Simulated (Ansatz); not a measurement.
Runs of Ansatz 0.2.0 on H. Symmetry: P4/mmm, No. 123, tetragonal system. The conventional cell has a = 2.650 Å, b = 2.650 Å, c = 0.980 Å, α = 90.00°, β = 90.00°, γ = 90.00°. H (site symmetry 4/mmm) has 2 H at 0.98 Å as nearest neighbours. 

| task | level | cell | gap on the mesh (eV) | pressure (GPa) | relaxed volume (Å³/atom) |
| --- | --- | --- | --- | --- | --- |
| relaxation of cell and atoms | PBEsol | relaxed | 1.97 | 0.0 | (c) |
| single point | PBE | strained by -4 % | none | 2.2 | - |
| relaxation of cell and atoms | PBE | relaxed | 2.29 | 0.0 | 11.49 |
| relaxation of cell and atoms | PBEsol+D3(BJ) | relaxed | - | 0.0 | (a) |
| single point | PBE | strained by +2 % | - | (b) | - |

Alike in all rows: potentials or basis Ansatz PAW; no spin polarisation; k mesh 10 × 10 × 26; cutoff (eV) 420; smearing fermi-dirac 0.05 eV.

**Question.** Estimate the missing entries.

**Answer.** (a) 7.74; (b) 1.7; (c) 10.26.

Caveats: the plane-wave basis is chosen anew once the cell has moved, so the energies of steps on either side of that aren't comparable (some runs); the volume moved by over 15 % at a fixed basis, so the end points are rough (some runs).

A k mesh can miss the band edges.

A gap of «none» marks a metal or a gap under the smearing width.
